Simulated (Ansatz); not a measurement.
**Pd (dhcp): energy against volume**

All numbers below come from Ansatz, DFT, RPBE, plane waves (420 eV) with PAW, scalar-relativistic. The PAW files were generated under PBE, with cores re-solved for the functional.

The cell is scaled uniformly from the relaxed one, with fractional coordinates and shape fixed. Energies are extrapolated to zero smearing, pressures are those at the given smearing. Magnetic state: ferromagnetic.

A Birch-Murnaghan fit gives V₀ = 15.84 Å³/atom, B₀ = 146 GPa, B₀′ = 5.5.

(1) What are the energy above the minimum and the pressure at 13.916 Å³/atom?

(2) What are the energy above the minimum and the pressure at 15.181 Å³/atom?

(3) What are the energy above the minimum and the pressure at 17.078 Å³/atom?

## Answers

(1) 141.5 meV/atom and 26.87 GPa as computed.

(2) 13.8 meV/atom and 6.97 GPa as computed.

(3) 37.1 meV/atom and -8.85 GPa as computed.
